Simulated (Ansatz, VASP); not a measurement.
One calculation of Tl, two programs

```
Tl
1.0
     5.36421    0.00000    0.00000
    -2.68210    4.64554    0.00000
     0.00000    0.00000    3.30217
Tl
3
Cartesian
  5.3642 0.0000 3.3022
  0.0000 3.0970 1.6511
  2.6821 1.5485 1.6511
```

The cell was built by a generator and needn't be a form met in nature.

Alike in both runs: functional LDA; k mesh 7 × 7 × 10; occupations fermi-dirac, width 0.1 eV; no spin polarisation.

Ansatz relaxed the structure, and its values are those at the end. VASP's run is a single point on that final structure, the one shown.

|  | VASP | Ansatz |
| --- | --- | --- |
| version | VASP 6.6.1 | Ansatz 0.2.0 |
| potentials or method | VASP PAW LDA potentials, release 64 (Tl_d) | plane waves (420 eV) with PAW, scalar-relativistic |
| plane-wave cutoff (eV) | 520 | 420 |
| valence electrons in the cell | 39 | 39 |

VASP gave:

```
pressure (GPa) : 0.1
```

What did Ansatz give for the same quantities?

Pressure (GPa): 0.0.

Ansatz warned: «pseudo_functional_mismatch».

The runs have no spin-orbit coupling, so splittings on Tl are missing.
